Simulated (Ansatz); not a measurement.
**Indium, fcc under RPBE: ground state and equation of state**

Aim: take indium in the fcc structure, relax it, solve it on a dense k-mesh, then scale the cell to 7 volumes from 88 to 112 % of the relaxed one and try a fit of the equation of state. Spin polarisation is left out. The k-meshes are 12×12×12 for the relaxation; 18×18×18 for the dense run; 13×13×13 for the volumes.

This is In in the fcc structure; at room conditions it is tetragonal.

Computed with Ansatz 0.2.0 (DFT RPBE, plane waves (420 eV) with PAW, scalar-relativistic; PAW files made under PBE, frozen cores solved again for the functional, unless a step says otherwise).

### 1 Starting point

The structure is cubic, space group Fm-3m (No. 225). Conventional cell: a = 4.711 Å, b = 4.711 Å, c = 4.711 Å, α = 90.00°, β = 90.00°, γ = 90.00°. Around In (site symmetry m-3m) lie 12 In at 3.33 Å.

As a file:

```cif
data_structure
_symmetry_space_group_name_H-M 'P 1'
_symmetry_Int_Tables_number 1
_cell_length_a 3.3314
_cell_length_b 3.3314
_cell_length_c 3.3314
_cell_angle_alpha 60.000
_cell_angle_beta 60.000
_cell_angle_gamma 60.000
_cell_volume 26.14
loop_
_atom_site_label
_atom_site_type_symbol
_atom_site_fract_x
_atom_site_fract_y
_atom_site_fract_z
_atom_site_occupancy
In1 In 0.00000 0.00000 0.00000 1
```

### 2 Relaxation of the cell

The input, input.yaml:

```yaml
crystal:
  lattice:
    - [0.0, 2.3556547913, 2.3556547913]
    - [2.3556547913, 0.0, 2.3556547913]
    - [2.3556547913, 2.3556547913, 0.0]
  atoms:
    - { symbol: In, position: [0.0, 0.0, 0.0] }
hamiltonian:
  xc: rpbe
  pseudopotentials:
    kind: paw
    azcp:
      In: "pseudopotentials/In.paw.azcp"
basis:
  ecutwfc: 420
  fft_grid_basis: typed
kpoints:
  mp_grid: { grid: [12, 12, 12], shift: [0, 0, 0] }
magnetization:
  spin_polarized: false
scf:
  occupations: { method: fermi_dirac, width: 0.1 }
relax:
  max_steps: 60
  f_tol: 0.01
  cell: {}
```

Run with:

```bash
ansatz run input.yaml --threads 2 --pin off --max-ram 5120MiB --backend cpu --events-out ev --progress --plain --runs-dir out
```

What it wrote:

```text
Warning: RAYON_NUM_THREADS=2 ignored (pool sized by the plan → 2); use --threads N
Engine: ansatz 0.2.0, aarch64-unknown-linux-gnu
Pseudopotentials: kind: paw
Pseudopotential: In, paw, valence charge 13, recommended cutoff 420 eV (normal), <dir>
Functional definition: RPBE
  parameter kappa = 0.804
  parameter beta = 0.06672455060314922
  exchange = rpbe_x(kappa = kappa, mu = beta*pi^2/3)
  correlation = pbe_c(beta = beta)
Crystal: 1 atoms, lattice volume = 26.144 Å³
Basis set: ecut = 420 eV, 531 PW (Γ), exchange–correlation on 48×48×48 points (8 copies of the dense FFT grid, shifted against one another)
Bands: 11, of which v1, the nominal top of the filled ones, is band 7 counted from 1 (6 counted from 0)
Symmetry: 48 space group operations
Space group: Fm-3m (ITA 225), of the structure as read, at distance tolerance 3.0e-5 Å
k-points: 72 of 1728
Non-local potential: In, projectors of the file, l = 0: 2, l = 1: 2, l = 2: 2, l = 3: 2
PAW form: soft (Blöchl's): semilocal exchange-correlation on the pseudo side does not see the compensation charge
PAW frozen core: In, regenerated for the run's functional, and the local potential with it (the file was generated under x = pbe(κ = 0.804, μ = 0.2195149727645171), c = pbe(β = 0.06672455060314922))
PAW one-centre angular grid: In, 590 points (default); XC on 64 Gauss nodes
Initial density: superposition of atomic densities (neutral atoms: chi_scale 0, normalization atom), corrected by the library's trained network
Initial wavefunctions: pseudopotential atomic-orbital guess
Functional: x = rpbe, c = pbe(β = 0.06672455060314922)
SCF iter   1: F=—  HF=-5606.250749 eV  |F-HF|=—  |Δ(HF+E_count)|=         —  Δρ=3.93e-3  dr2=2.06e-3  ethr=1.77e-3  ⟨swp⟩=4.9  Hψ=4649  notcnv=0
preconditioner: auto → none  [metal: Δε(μ)=0.112 eV  Ē_g=19.806 eV  σ=0.100 eV  W_gap=0.27  n_scr=8 (ndim 8)  ℏωp=26.2 eV  f_vac=0.000  D(μ)=0.51/eV (n_scr^D=0)  sad-step TF]
SCF iter   2: F=—  HF=-5606.250168 eV  |F-HF|=—  |Δ(HF+E_count)|=   5.81e-4  Δρ=1.76e-3  dr2=4.55e-4  ethr=1.58e-5  ⟨swp⟩=2.1  Hψ=1754  notcnv=0
SCF iter   3: F=—  HF=-5606.250238 eV  |F-HF|=—  |Δ(HF+E_count)|=   6.98e-5  Δρ=5.29e-4  dr2=4.31e-5  ethr=3.50e-6  ⟨swp⟩=1.0  Hψ=772  notcnv=0
SCF iter   4: F=—  HF=-5606.250235 eV  |F-HF|=—  |Δ(HF+E_count)|=   3.23e-6  Δρ=4.94e-5  dr2=3.11e-7  ethr=3.31e-7  ⟨swp⟩=2.1  Hψ=1176  notcnv=0
iter 5 did not close the SCF: its close was put off for the readings that it lacked (scf_convergence_deferred on its scf_iter line)
SCF iter   5: F=-5606.250235 eV  HF=-5606.250235 eV  |F-HF|=2.71e-8  |Δ(HF+E_count)|=   7.56e-7  Δρ=1.53e-5  dr2=3.14e-8  ethr=2.39e-9  ⟨swp⟩=2.0  Hψ=890  notcnv=0
SCF iter   6: F=-5606.250235 eV  HF=-5606.250235 eV  |F-HF|=5.64e-10  |Δ(HF+E_count)|=   1.22e-8  Δρ=2.34e-6  dr2=5.84e-10  ethr=2.41e-10  ⟨swp⟩=2.3  Hψ=2533  notcnv=0
SCF 1 converged in 6 iterations: F = -5606.250235 eV  dr2 = 5.84e-10
relax step   1: F+E_penalty+E_count = -5606.25023547 eV  Δ(F+E_penalty+E_count) = +0.000e0 eV  max|allowed force component| = 0.000e0 eV/Å  Δτ_max = 0.0000 Å  P = +3.675 GPa  Ω = 26.144 Å³  (6 SCF iters, dr2 threshold 1.00e-7 eV, accepted)
Crystal: 1 atoms, lattice volume = 28.283 Å³
Basis set: ecut = 420 eV, 537 PW (Γ), exchange–correlation on 48×48×48 points (8 copies of the dense FFT grid, shifted against one another)
Initial density: handed on by an earlier stage of this run
Initial wavefunctions: those handed on with the density
iter 1 solved again at ethr=4.56e-6 eV; its pass at ethr=3.10e-3 eV (dr2=5.93e-4 eV) is discarded
SCF iter   1: F=—  HF=-5606.276188 eV  |F-HF|=—  |Δ(HF+E_count)|=         —  Δρ=1.43e-3  dr2=6.94e-4  ethr=4.56e-6  ⟨swp⟩=2.9  Hψ=7336  notcnv=0
preconditioner: auto → none  [metal: Δε(μ)=0.064 eV  Ē_g=19.364 eV  σ=0.100 eV  W_gap=0.16  n_scr=8 (ndim 8)  ℏωp=25.2 eV  f_vac=0.000  D(μ)=0.53/eV (n_scr^D=0)]
SCF iter   2: F=—  HF=-5606.276061 eV  |F-HF|=—  |Δ(HF+E_count)|=   1.27e-4  Δρ=8.66e-4  dr2=1.21e-4  ethr=4.56e-6  ⟨swp⟩=2.6  Hψ=1332  notcnv=0
SCF iter   3: F=—  HF=-5606.276076 eV  |F-HF|=—  |Δ(HF+E_count)|=   1.51e-5  Δρ=1.81e-4  dr2=9.17e-6  ethr=9.30e-7  ⟨swp⟩=1.0  Hψ=792  notcnv=0
SCF iter   4: F=—  HF=-5606.276079 eV  |F-HF|=—  |Δ(HF+E_count)|=   3.26e-6  Δρ=1.57e-5  dr2=4.58e-8  ethr=7.69e-10  ⟨swp⟩=3.8  Hψ=3134  notcnv=0
SCF iter   5: F=-5606.276079 eV  HF=-5606.276079 eV  |F-HF|=7.23e-10  |Δ(HF+E_count)|=   4.27e-8  Δρ=2.17e-6  dr2=7.45e-10  ethr=3.53e-10  ⟨swp⟩=2.1  Hψ=2480  notcnv=0
SCF 2 converged in 5 iterations: F = -5606.276079 eV  dr2 = 7.45e-10
relax step   2: F+E_penalty+E_count = -5606.27607937 eV  Δ(F+E_penalty+E_count) = -2.584e-2 eV  max|allowed force component| = 0.000e0 eV/Å  Δτ_max = 0.0000 Å  P = +0.541 GPa  Ω = 28.283 Å³  energy of the carried Pulay correction = -6.654e-4 eV  (5 SCF iters, dr2 threshold 1.00e-7 eV, accepted)
Crystal: 1 atoms, lattice volume = 28.689 Å³
iter 1 solved again at ethr=1.15e-7 eV; its pass at ethr=3.10e-3 eV (dr2=1.50e-5 eV) is discarded
SCF iter   1: F=—  HF=-5606.276766 eV  |F-HF|=—  |Δ(HF+E_count)|=         —  Δρ=2.42e-4  dr2=2.01e-5  ethr=1.15e-7  ⟨swp⟩=3.0  Hψ=6921  notcnv=0
preconditioner: auto → none  [metal: Δε(μ)=0.094 eV  Ē_g=19.265 eV  σ=0.100 eV  W_gap=0.22  n_scr=8 (ndim 8)  ℏωp=25.0 eV  f_vac=0.000  D(μ)=0.53/eV (n_scr^D=0)]
SCF iter   2: F=—  HF=-5606.276762 eV  |F-HF|=—  |Δ(HF+E_count)|=   3.49e-6  Δρ=1.48e-4  dr2=3.59e-6  ethr=1.15e-7  ⟨swp⟩=2.7  Hψ=1361  notcnv=0
SCF iter   3: F=—  HF=-5606.276763 eV  |F-HF|=—  |Δ(HF+E_count)|=   4.30e-7  Δρ=2.94e-5  dr2=2.57e-7  ethr=2.76e-8  ⟨swp⟩=1.0  Hψ=792  notcnv=0
SCF iter   4: F=-5606.276763 eV  HF=-5606.276763 eV  |F-HF|=9.96e-10  |Δ(HF+E_count)|=   2.98e-8  Δρ=2.71e-6  dr2=1.40e-9  ethr=7.69e-10  ⟨swp⟩=4.8  Hψ=2249  notcnv=0
SCF 3 converged in 4 iterations: F = -5606.276763 eV  dr2 = 1.40e-9
relax step   3: F+E_penalty+E_count = -5606.27676272 eV  Δ(F+E_penalty+E_count) = -6.833e-4 eV  max|allowed force component| = 0.000e0 eV/Å  Δτ_max = 0.0000 Å  P = +0.097 GPa  Ω = 28.689 Å³  energy of the carried Pulay correction = -7.822e-4 eV  (4 SCF iters, dr2 threshold 1.00e-7 eV, accepted)
Crystal: 1 atoms, lattice volume = 28.779 Å³
iter 1 solved again at ethr=5.19e-9 eV; its pass at ethr=3.10e-3 eV (dr2=6.75e-7 eV) is discarded
SCF iter   1: F=—  HF=-5606.276765 eV  |F-HF|=—  |Δ(HF+E_count)|=         —  Δρ=5.31e-5  dr2=9.47e-7  ethr=5.19e-9  ⟨swp⟩=3.8  Hψ=6700  notcnv=0
preconditioner: auto → none  [metal: Δε(μ)=0.098 eV  Ē_g=19.244 eV  σ=0.100 eV  W_gap=0.23  n_scr=8 (ndim 8)  ℏωp=25.0 eV  f_vac=0.000  D(μ)=0.53/eV (n_scr^D=0)]
SCF iter   2: F=—  HF=-5606.276765 eV  |F-HF|=—  |Δ(HF+E_count)|=   3.67e-8  Δρ=3.29e-5  dr2=1.79e-7  ethr=5.19e-9  ⟨swp⟩=2.5  Hψ=1321  notcnv=0
SCF iter   3: F=-5606.276765 eV  HF=-5606.276765 eV  |F-HF|=1.12e-9  |Δ(HF+E_count)|=   2.99e-8  Δρ=6.22e-6  dr2=1.23e-8  ethr=1.82e-10  ⟨swp⟩=3.9  Hψ=2555  notcnv=0
SCF 4 converged in 3 iterations: F = -5606.276765 eV  dr2 = 1.23e-8
relax step   4: F+E_penalty+E_count = -5606.27676545 eV  Δ(F+E_penalty+E_count) = -2.736e-6 eV  max|allowed force component| = 0.000e0 eV/Å  Δτ_max = 0.0000 Å  P = +0.004 GPa  Ω = 28.779 Å³  energy of the carried Pulay correction = -8.078e-4 eV  (3 SCF iters, dr2 threshold 2.37e-8 eV, accepted)
Initial wavefunctions: pseudopotential atomic-orbital guess (no wavefunctions were taken with the density)
iter 1 solved again at ethr=3.42e-8 eV; its pass at ethr=3.10e-3 eV (dr2=4.45e-6 eV) is discarded
SCF iter   1: F=—  HF=-5606.277443 eV  |F-HF|=—  |Δ(HF+E_count)|=         —  Δρ=1.84e-4  dr2=1.95e-6  ethr=3.42e-8  ⟨swp⟩=3.5  Hψ=7073  notcnv=0
preconditioner: auto → none  [metal: Δε(μ)=0.098 eV  Ē_g=19.243 eV  σ=0.100 eV  W_gap=0.23  n_scr=8 (ndim 8)  ℏωp=25.0 eV  f_vac=0.000  D(μ)=0.53/eV (n_scr^D=0)]
SCF iter   2: F=—  HF=-5606.277445 eV  |F-HF|=—  |Δ(HF+E_count)|=   2.23e-6  Δρ=7.82e-5  dr2=3.56e-7  ethr=1.50e-8  ⟨swp⟩=2.0  Hψ=1156  notcnv=0
SCF iter   3: F=—  HF=-5606.277446 eV  |F-HF|=—  |Δ(HF+E_count)|=   9.57e-7  Δρ=2.00e-5  dr2=1.75e-8  ethr=2.73e-9  ⟨swp⟩=2.7  Hψ=1154  notcnv=0
SCF iter   4: F=—  HF=-5606.277446 eV  |F-HF|=—  |Δ(HF+E_count)|=   5.62e-8  Δρ=2.71e-6  dr2=6.99e-10  ethr=1.35e-10  ⟨swp⟩=2.0  Hψ=1260  notcnv=0
SCF iter   5: F=-5606.277446 eV  HF=-5606.277446 eV  |F-HF|=1.82e-12  |Δ(HF+E_count)|=   1.29e-9  Δρ=9.16e-8  dr2=7.49e-13  ethr=1.00e-12  ⟨swp⟩=3.9  Hψ=3410  notcnv=0
SCF 5 converged in 5 iterations: F = -5606.277446 eV  dr2 = 7.49e-13
relax step   5: F+E_penalty+E_count = -5606.27744634 eV  Δ(F+E_penalty+E_count) = -6.809e-4 eV  max|allowed force component| = 0.000e0 eV/Å  Δτ_max = 0.0000 Å  P = -0.016 GPa  Ω = 28.779 Å³  stress off target by 1.62e-2 GPa  SCF on the basis re-selected at this cell (its energy is not comparable with the rows above)  (5 SCF iters)
basis re-selected at this cell: Δ(F+E_penalty+E_count) = -6.809e-4 eV, ΔP = -0.020 GPa vs the last step (what re-selecting the basis moved, of the pressure what is left beyond the Pulay correction that the steps carried, after the strain that the cell walked since its last selection, with what the two solves' SCF thresholds leave and, on support functions, any second-order correction that the steps lacked; it is no measure of the basis error at this ecutwfc). This SCF's stress stands 1.62e-2 GPa from its target on what of the cell is left free (relax.cell.stress_tol is 5.00e-2 GPa) and its largest allowed force component is 0.00e0 eV/Å (relax.f_tol is 1.00e-2 eV/Å): within both
SCF converged after 5 iterations
Free energy (F): -5606.277446 eV
Harris-Foulkes:  -5606.277446 eV  (|F-HF|=1.82e-12)
Internal energy: -5606.260098 eV  (E = F + TS)
E sigma→0 (E₀):  -5606.268772 eV
Entropy (-TS):   -0.017348 eV (-17.348 meV/atom)
Fermi energy:    9.111140 eV
--- Per-component energies (eV) ---
  E_band       = -37.618890
  E_kinetic    = 240.197462
  E_local      = -1132.549123  (includes V_loc(G=0)·N_el)
  E_nonlocal   = 365.765297
  E_hartree    = 443.289086
  E_xc         = -215.941424
  E_vxc        = -98.777152  (∫ρ·V_xc dr)
  E_paw        = -4160.284629  (= ΣΔE_a)
  E_vpaw       = -298.833555  (= ΣTr[D̂ρ^β])
  E_aug_tail   = 0.000026  (compensation charges beyond the density's cutoff)
  E_ewald      = -1146.804150
  E_core_change = 0.067356  (= ΣΔE_core)
  E_smearing   = -0.017348  (= −TS)
  E_closure    = 0.000000  (closes the sum)
  Σ components = -5606.277446   (vs F -5606.277446, Δ=0.00e0)
--- Forces (eV/Å), atoms counted from 1 ---
  atom   1  In    -0.00000000    -0.00000000    -0.00000000
  max |Σ_I F_I| component: 2.14e-31 eV/Å
--- Stress (GPa, compression-positive) ---
       -0.016171       0.000000       0.000000
        0.000000      -0.016171       0.000000
        0.000000      -0.000000      -0.016171
  P = ⅓ Tr σ = -0.0162 GPa (-0.162 kbar)
--- Relaxed structure (4 steps of the walk, 4 accepted, 1 SCFs on fresh bases) ---
  F+E_penalty+E_count = -5606.27744634 eV   max|allowed force component| = 0.000e0 eV/Å   (the final SCF, on the basis selected at the relaxed cell)
  cell:  # Å, volume = 28.7791 Å³
    - [6.114446439474707e-34, 2.4322909981756013, 2.4322909981756013]
    - [2.4322909981756013, 1.0318128366613568e-33, 2.4322909981756013]
    - [2.4322909981756013, 2.4322909981756013, 2.6623318871879455e-33]
  atoms:
    - { symbol: In, position: [0.0, 0.0, 0.0] }
```

Wall time 2.5 s (2 threads of Arm Neoverse V2, shared host); peak memory 0.3 GiB.

Relaxation path:

| step | energy change (meV/atom) | largest force (eV/Å) | pressure (GPa) | volume (Å³/atom) |
| --- | --- | --- | --- | --- |
| 1 | 0.00 | 0.0000 | 3.67 | 26.144 |
| 2 | -25.84 | 0.0000 | 0.54 | 28.283 |
| 3 | -26.53 | 0.0000 | 0.10 | 28.689 |
| 4 | -26.53 | 0.0000 | 0.00 | 28.779 |
| 5 | -27.21 | 0.0000 | -0.02 | 28.779 |

Steps that repeat a cell are solved on a basis chosen anew, so their changes of energy are no gain of the relaxation.

Changes in the cell that was computed:

|  | before | after | change |
| --- | --- | --- | --- |
| a (Å) | 3.331 | 3.440 | +3.3 % |
| b (Å) | 3.331 | 3.440 | +3.3 % |
| c (Å) | 3.331 | 3.440 | +3.3 % |
| volume (Å³/atom) | 26.144 | 28.779 | +10.1 % |
| shortest distance (Å) | 3.331 | 3.440 | +3.3 % |
| space group (spins left aside) | Fm-3m | Fm-3m | same |

### 3 Single point on a dense mesh

The input, input.yaml:

```yaml
crystal:
  lattice:
    - [0.0, 2.4322909982, 2.4322909982]
    - [2.4322909982, 0.0, 2.4322909982]
    - [2.4322909982, 2.4322909982, 0.0]
  atoms:
    - { symbol: In, position: [0.0, 0.0, 0.0] }
hamiltonian:
  xc: rpbe
  pseudopotentials:
    kind: paw
    azcp:
      In: "pseudopotentials/In.paw.azcp"
basis:
  ecutwfc: 420
  fft_grid_basis: typed
kpoints:
  mp_grid: { grid: [18, 18, 18], shift: [0, 0, 0] }
magnetization:
  spin_polarized: false
scf:
  occupations: { method: fermi_dirac, width: 0.1 }
```

Run with:

```bash
ansatz run input.yaml --threads 2 --pin off --max-ram 5120MiB --backend cpu --events-out ev --progress --plain --runs-dir out
```

What it wrote (excerpt; [...] marks lines left out):

```text
Warning: RAYON_NUM_THREADS=2 ignored (pool sized by the plan → 2); use --threads N
[...]
Pseudopotentials: kind: paw
Pseudopotential: In, paw, valence charge 13, recommended cutoff 420 eV (normal), <dir>
Functional definition: RPBE
[...]
Crystal: 1 atoms, lattice volume = 28.779 Å³
Basis set: ecut = 420 eV, 537 PW (Γ)
Bands: 11, of which v1, the nominal top of the filled ones, is band 7 counted from 1 (6 counted from 0)
Symmetry: 48 space group operations
Space group: Fm-3m (ITA 225), of the structure as read, at distance tolerance 3.1e-5 Å
k-points: 195 of 5832
[...]
SCF iter   1: F=—  HF=-5606.279999 eV  |F-HF|=—  |Δ(HF+E_count)|=         —  Δρ=3.77e-3  dr2=2.07e-3  ethr=1.77e-3  ⟨swp⟩=4.9  Hψ=12561  notcnv=0
[...]
SCF iter   6: F=-5606.279375 eV  HF=-5606.279375 eV  |F-HF|=5.03e-10  |Δ(HF+E_count)|=   5.97e-9  Δρ=2.07e-6  dr2=5.32e-10  ethr=1.78e-10  ⟨swp⟩=1.0  Hψ=6228  notcnv=0
[...]
SCF converged after 6 iterations
Free energy (F): -5606.279375 eV
[...]
E sigma→0 (E₀):  -5606.271766 eV
Entropy (-TS):   -0.015218 eV (-15.218 meV/atom)
Fermi energy:    9.122879 eV
[...]
```

It took 1.1 s on 2 threads of Arm Neoverse V2, shared host; peak memory 0.32 GiB.

### 4 Volume × 0.88

The input, input.yaml:

```yaml
crystal:
  lattice:
    - [0.0, 2.3308254774, 2.3308254774]
    - [2.3308254774, 0.0, 2.3308254774]
    - [2.3308254774, 2.3308254774, 0.0]
  atoms:
    - { symbol: In, position: [0.0, 0.0, 0.0] }
hamiltonian:
  xc: rpbe
  pseudopotentials:
    kind: paw
    azcp:
      In: "pseudopotentials/In.paw.azcp"
basis:
  ecutwfc: 420
  fft_grid_basis: typed
kpoints:
  mp_grid: { grid: [13, 13, 13], shift: [0, 0, 0] }
magnetization:
  spin_polarized: false
scf:
  occupations: { method: fermi_dirac, width: 0.1 }
  lower_state_search: "off"
output:
  stress: true
```

Run with:

```bash
ansatz run input.yaml --threads 2 --pin off --max-ram 5120MiB --backend cpu --events-out ev --progress --plain --runs-dir out
```

What it wrote (excerpt; [...] marks lines left out):

```text
Warning: RAYON_NUM_THREADS=2 ignored (pool sized by the plan → 2); use --threads N
[...]
Pseudopotentials: kind: paw
Pseudopotential: In, paw, valence charge 13, recommended cutoff 420 eV (normal), <dir>
Functional definition: RPBE
[...]
Crystal: 1 atoms, lattice volume = 25.326 Å³
Basis set: ecut = 420 eV, 531 PW (Γ)
Bands: 11, of which v1, the nominal top of the filled ones, is band 7 counted from 1 (6 counted from 0)
Symmetry: 48 space group operations
Space group: Fm-3m (ITA 225), of the structure as read, at distance tolerance 2.9e-5 Å
k-points: 84 of 2197
[...]
SCF iter   1: F=—  HF=-5606.226785 eV  |F-HF|=—  |Δ(HF+E_count)|=         —  Δρ=3.75e-3  dr2=1.86e-3  ethr=1.77e-3  ⟨swp⟩=4.9  Hψ=5408  notcnv=0
[...]
SCF iter   6: F=-5606.226203 eV  HF=-5606.226203 eV  |F-HF|=2.64e-11  |Δ(HF+E_count)|=   1.86e-9  Δρ=1.13e-6  dr2=1.03e-10  ethr=7.91e-11  ⟨swp⟩=1.7  Hψ=2863  notcnv=0
[...]
SCF converged after 6 iterations
Free energy (F): -5606.226203 eV
[...]
E sigma→0 (E₀):  -5606.219380 eV
Entropy (-TS):   -0.013646 eV (-13.646 meV/atom)
Fermi energy:    10.925602 eV
[...]
--- Stress (GPa, compression-positive) ---
        5.439063      -0.000000      -0.000000
        0.000000       5.439063       0.000000
       -0.000000      -0.000000       5.439063
  P = ⅓ Tr σ = 5.4391 GPa (54.391 kbar)
```

Run time: 0.68 s. Hardware: 2 threads of Arm Neoverse V2, shared host; peak memory 0.28 GiB.

(Part 1 of 2 ends here.)
